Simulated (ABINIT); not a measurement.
# WS2 (P4/mmm) in ABINIT: reference runs, part 2 of 2

ABINIT 10.8.3 (patched build).

## 3. Single point, PBE (atoms moved at random, drawn with an rms of 0.05 Å)

Contents of run.abi:

```
# Pseudopotentials
pp_dirpath "./"
pseudos "W.GGA_PBE-JTH.xml, S.GGA_PBE-JTH.xml"

# Structure
acell 3*1.0
rprim
     4.8976598890     0.0000000000     0.0000000000
     0.0000000000     4.8976598890     0.0000000000
     0.0000000000     0.0000000000    17.4500522882
ntypat 2
znucl 74 16
natom 3
typat 1 2 2
xred
     0.5080070000     0.5071140000     0.5006410000
     0.5198210000     0.5159650000     0.7691720000
     0.4961890000     0.4890950000     0.2342650000
chkprim 0
chksymtnons 0
tolsym 1.0e-6

# Plane-wave basis
ecut 20.0
pawecutdg 40.0

# k points
kptopt 1
ngkpt 10 10 3
nshiftk 1
shiftk 0.0 0.0 0.0

# Exchange and correlation
ixc 11

# Bands and occupations
nband 17
occopt 3
tsmear 0.00183747

# SCF cycle
nstep 100
tolvrs 1.0e-9

# Output
iomode 3
prtwf 0
prteig 0
prtebands 0
prtden 1
prtvha 1
prtvclmb 1
prtpot 1
```

Potentials or basis: JTH PAW PBE v2.0.

Command:

```console
$ abinit run.abi > log 2>&1
```

run.abo:

```text
.Version 10.8.3 of ABINIT
 Symmetries : space group P1 (#  1); Bravais aP (primitive triclinic)
================================================================================
 Values of the parameters that define the memory need of the present run
     intxc =       0    ionmov =       0      iscf =      17    lmnmax =      18
     lnmax =       6     mgfft =      72  mpssoang =       3    mqgrid =    4969
     natom =       3  nloc_mem =       2    nspden =       1   nspinor =       1
    nsppol =       1      nsym =       1    n1xccc =       1    ntypat =       2
    occopt =       3   xclevel =       2
       mpw =        1806          nfft =       28800          nkpt =         152
 PAW method is used; the additional fine FFT grid is defined by:
   mgfftf=       100    nfftf =     90000
================================================================================
================================================================================

--------------------------------------------------------------------------------
------------- Echo of variables that govern the present computation ------------
--------------------------------------------------------------------------------
 -outvars: echo values of preprocessed input variables --------
            acell      1.0000000000E+00  1.0000000000E+00  1.0000000000E+00 Bohr
              amu      1.83850000E+02  3.20660000E+01
          chkprim           0
      chksymtnons           0
             ecut      2.00000000E+01 Hartree
                       outvar_i_n : Printing only first  50 k-points.
              ixc          11
[... 242 lines left out ...]

--- !EnergyTermsWithPAWCore
iteration_state     : {dtset: 1, }
comment             : 'Components of total free energy, including PAW core contributions'
Total energy        : -1.69412659200741E+04
Total energy DC     : -1.69412659191629E+04
Total energy (eV)   : -4.60995330447012E+05
Total energy DC (eV): -4.60995330422215E+05
...

 Cartesian components of stress tensor (hartree/bohr^3)
  sigma(1 1)= -2.32193183E-05  sigma(3 2)=  8.96416104E-06
  sigma(2 2)= -2.36314054E-05  sigma(3 1)=  8.13174415E-06
  sigma(3 3)=  6.15552853E-05  sigma(2 1)=  4.41516537E-08

-Cartesian components of stress tensor (GPa)         [Pressure= -1.4421E-01 GPa]
- sigma(1 1)= -6.83135929E-01  sigma(3 2)=  2.63734723E-01
- sigma(2 2)= -6.95259951E-01  sigma(3 1)=  2.39244173E-01
- sigma(3 3)=  1.81101902E+00  sigma(2 1)=  1.29898650E-03

== END DATASET(S) ==============================================================
================================================================================

 -outvars: echo values of variables after computation  --------
            acell      1.0000000000E+00  1.0000000000E+00  1.0000000000E+00 Bohr
           etotal     -8.9621288446E+01
            fcart     -6.1104241217E-05 -3.0447083857E-04  2.4699763271E-03
                      -3.8834503018E-04 -2.6358871525E-04 -3.7761767332E-03
                       4.4944927140E-04  5.6805955382E-04  1.3062004062E-03
            rprim      4.8976598890E+00  0.0000000000E+00  0.0000000000E+00
                       0.0000000000E+00  4.8976598890E+00  0.0000000000E+00
                       0.0000000000E+00  0.0000000000E+00  1.7450052288E+01
           strten     -2.3219318291E-05 -2.3631405419E-05  6.1555285334E-05
                       8.9641610428E-06  8.1317441452E-06  4.4151653670E-08
           xangst      1.3166169812E+00  1.3143025663E+00  4.6230040998E+00
                       1.3472356794E+00  1.3372419685E+00  7.1026650024E+00
                       1.2859879161E+00  1.2676021835E+00  2.1632428336E+00
             xred      5.0800700000E-01  5.0711400000E-01  5.0064100000E-01
                       5.1982100000E-01  5.1596500000E-01  7.6917200000E-01
                       4.9618900000E-01  4.8909500000E-01  2.3426500000E-01
 Calculation completed.
```

It took 2.4 min on 1 thread of Arm Neoverse V2, shared host; peak memory 0.25 GiB.

What came out:

| Item | Value |
| --- | --- |
| Free energy | -2438.7195 eV |
| Pressure | -0.1 GPa |
| Largest force | 0.196 eV/Å |
| Band gap on the k mesh | none (metal or under the smearing width) |
| Valence electrons inside the program's atomic spheres | W 11.79; S 3.46 |

Forces on the atoms (eV/Å):
```
W   -0.003 -0.016  0.127
S   -0.020 -0.014 -0.194
S    0.023  0.029  0.067
```

The run has no spin-orbit coupling, so splittings on W are missing.

## 4. Equation of state, PBE

Contents of run.abi:

```
# Datasets: one volume each
ndtset 7
getwfk -1
scalecart1 3*0.9795861087
scalecart2 3*0.9864848297
scalecart3 3*0.9932883884
scalecart4 3*1.0000000000
scalecart5 3*1.0066227096
scalecart6 3*1.0131594038
scalecart7 3*1.0196128224

# Pseudopotentials
pp_dirpath "./"
pseudos "W.GGA_PBE-JTH.xml, S.GGA_PBE-JTH.xml"

# Structure
acell 3*1.0 Angstrom
rprim
     2.5917300000     0.0000000000     0.0000000000
     0.0000000000     2.5917300000     0.0000000000
     0.0000000000     0.0000000000     9.2341700000
ntypat 2
znucl 74 16
natom 3
typat 1 2 2
xred
     0.5000000000     0.5000000000     0.5000000000
     0.5000000000     0.5000000000     0.7656600000
     0.5000000000     0.5000000000     0.2343400000

# Plane-wave basis
ecut 20.0
pawecutdg 40.0

# k points
kptopt 1
ngkpt 10 10 3
nshiftk 1
shiftk 0.0 0.0 0.0

# Exchange and correlation
ixc 11

# Bands and occupations
nband 17
occopt 3
tsmear 0.05 eV

# SCF cycle
nstep 100
tolvrs 1.0e-9

# Output
iomode 3
prtwf 1
prtden 0
prteig 0
prtebands 0
enunit 1
```

Command:

```console
$ abinit run.abi > log 2>&1
```

It took 3.8 min on 1 thread of Arm Neoverse V2, shared host; peak memory 0.18 GiB.

The run converged. Its results:

- Equilibrium volume: 20.83 Å³/atom
- Bulk modulus at fixed shape and positions: 112 GPa
- Pressure derivative of the bulk modulus: 4.0

Energy against volume, from the lowest point:
| volume (Å³/atom) | energy (meV/atom) |
| --- | --- |
| 19.435 | 36.13 |
| 19.848 | 16.99 |
| 20.262 | 5.19 |
| 20.676 | 0.00 |
| 21.089 | 0.66 |
| 21.503 | 6.78 |
| 21.916 | 17.79 |

Caveat: pressures at fixed basis lie under the slope of the energies; the cell was scaled at fixed shape and fractional positions, which overstates the stiffness of a crystal with free parameters, most of all of layers and chains; this functional lacks dispersion, which binds the layers, so the pressure and a relaxed spacing across them are unreliable; the atomic spheres overlap. The run has no spin-orbit coupling, so splittings on W are missing.

## 5. The runs side by side

| task | cell | gap on the mesh (eV) | pressure (GPa) | largest force (eV/Å) |
| --- | --- | --- | --- | --- |
| single point | as given | none | 0.6 | 0.05 |
| single point | atoms moved at random, drawn with an rms of 0.05 Å | none | -0.1 | 0.20 |
| equation of state | as given | - | - | - |

Alike in all rows: level PBE; potentials or basis JTH PAW PBE v2.0; no spin polarisation; k mesh 10 × 10 × 3; cutoff (eV) 544; smearing fermi-dirac 0.05 eV.

Caveats: this functional lacks dispersion, which binds the layers, so the pressure and a relaxed spacing across them are unreliable (some runs); pressures at fixed basis lie under the slope of the energies (some runs); the cell was scaled at fixed shape and fractional positions, which overstates the stiffness of a crystal with free parameters, most of all of layers and chains (some runs); the atomic spheres overlap (some runs).

Total energies depend on the potentials used, so only differences within one code and one set of settings carry meaning.
